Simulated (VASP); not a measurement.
# BaO: single point with PBE0

The system is BaO.

```xyz
2
Lattice="0.0000 2.7658 2.7658 2.7658 0.0000 2.7658 2.7658 2.7658 0.0000" Properties=species:S:1:pos:R:3 pbc="T T T"
Ba    0.0000    0.0000    0.0000
O     2.7658    2.7658    2.7658
```

The cell is a database's computed one.

```json
{"Program": "VASP 6.6.1", "Task": "single point", "Functional": "PBE0", "Potentials or basis": "VASP PAW PBE potentials, release 64 (Ba_sv, O)", "Cutoff": "520 eV", "k mesh": "6 × 6 × 6", "Occupations": "gaussian, width 0.02 eV", "Spin": "no spin polarisation"}
```

```json
{
  "Pressure": "1.6 GPa",
  "Band gap on the k mesh": "3.96 eV, direct"
}
```

Levels at points of the mesh, in eV from the valence-band top:
```tsv
k point	band 5	band 6	band 7	band 8	band 9	band 10	band 11	band 12
(0.00, 0.00, 0.00)	-10.82	-0.40	-0.40	-0.40	5.60	6.86	6.86	6.86
(0.50, 0.00, 0.00)	-10.94	-2.14	-1.63	-1.63	7.12	9.54	9.54	10.34
(0.50, 0.50, 0.00)	-11.47	-0.19	-0.19	0.00	3.96	8.24	11.30	11.73
```

Wall time 14 min on 1 thread of Intel(R) Xeon(R) Platinum 8559C (Emerald Rapids), on a shared host, peak memory 0.19 GiB.

Caveat: the PAW data sets were made with another functional, which shifts forces and pressure a little; spin-orbit coupling is left out, which moves the levels of the heavy elements. A k mesh can miss the band edges.
